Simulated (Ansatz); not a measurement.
Base system: AlSb in the zinc blende structure (space group F-43m, No. 216).

```
CELL_PARAMETERS angstrom
      0.00000     3.08862     3.08862
      3.08862     0.00000     3.08862
      3.08862     3.08862     0.00000
ATOMIC_POSITIONS crystal
  Sb 0.75000 0.75000 0.75000
  Al 0.00000 0.00000 0.00000
```

Cartesian axes are those of the cell as printed.

All numbers come from r2SCAN (Ansatz, an electronic-structure program; PAW; 500 eV plane waves; scalar-relativistic without spin-orbit coupling).

Free-standing slabs (2 atom(s) a layer) normal to [110] with 15 Å of vacuum; in-plane cell held at bulk.

One change was made to it. Results:

The shortest interatomic distance shrinks by 0.188 Å, from 2.675 Å to 2.487 Å; the band gap changes from 1.51 eV to zero.

Q: Which of these changes matches the shifts?
A) 4 layers
B) 3 layers
C) 1 layer

A: C, 1 layer. For comparison, the band gap in the other runs: 4 layers gives 1.05 eV; 3 layers gives 0.30 eV.

With Sb present, leaving out spin-orbit coupling can change the band edges. Stability against distortions was not tested. The final runs are not spin-polarised. The zero or small gap of AlSb can change with the level of theory.
